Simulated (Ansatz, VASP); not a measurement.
Mn: VASP beside Ansatz

```
Mn
1.0
     0.00000    1.74500    1.74500
     1.74500    0.00000    1.74500
     1.74500    1.74500    0.00000
Mn
1
Cartesian
  0.0000 0.0000 0.0000
```

Change from the starting cell: parallel moments scaled by 0.1, free total moment.

Alike in both runs: task single point; functional PBE; k mesh 13 × 13 × 13; occupations fermi-dirac, width 0.05 eV; collinear spin.

|  | VASP | Ansatz |
| --- | --- | --- |
| version | VASP 6.6.1 | Ansatz 0.2.0 |
| potentials or method | VASP PAW PBE potentials, release 64 (Mn_pv) | PAW, plane waves, scalar-relativistic |
| plane-wave cutoff (eV) | 520 | 420 |
| valence electrons in the cell | 13 | 15 |

```csv
,VASP,Ansatz,Ansatz less VASP
pressure (GPa),2.9,3.4,+0.51
net moment per atom (μB),0.08,0.00,-0.080
size of the moment on the site where the two differ most (μB),0.08,0.00,-0.076
```

Site moments also hang on the region over which each program counts them. The two sets of potentials don't hold the same shells in valence. Ansatz warned: «seeded_moment_not_kept».
